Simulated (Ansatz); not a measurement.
A 3-atom cell of CdF2 built on the fluorite structure (relaxed group Fm-3m) was relaxed with 3 functionals in the PAW code Ansatz, cell and atoms free, the symmetry of the start kept (meshes: PBE 8×8×8, r2SCAN 8×8×8, PBEsol 8×8×8). Simulation only: spin-unpolarised, and no claim that this is the phase found in nature.

The r2SCAN result:
Space group Fm-3m (No. 225). a = 5.388 Å, b = 5.388 Å, c = 5.388 Å, α = 90.00°, β = 90.00°, γ = 90.00°
```tsv
atom	site	symmetry	x	y	z
Cd	4a	m-3m	0.0000	0.0000	0.0000
F	8c	-43m	0.2500	0.2500	0.7500
```

Space group Fm-3m (No. 225), cubic; a = 5.388 Å in the conventional setting, 13.04 Å³ an atom. Cd has 8 F at 2.33 Å; F has 4 Cd at 2.33 Å.

**Question.** What lattice does PBEsol give?

**Answer.** a = 5.384 Å; the volume differs by -0.2 % from r2SCAN's. Around Cd lie 8 F at 2.33 Å; around F lie 4 Cd at 2.33 Å.

**Question.** What lattice does PBE give?

**Answer.** a = 5.482 Å; the volume differs by +5.3 % from r2SCAN's. Cd has 8 F at 2.37 Å; F has 4 Cd at 2.37 Å.

**Question.** Held at the r2SCAN cell, what mean stress does PBE find, and does its sign point to its own minimum?

**Answer.** Yes. PBE +5.43 GPa, and its relaxed volume is +5.3 % from r2SCAN's. Compression counts positive, so a positive stress asks for a larger cell.
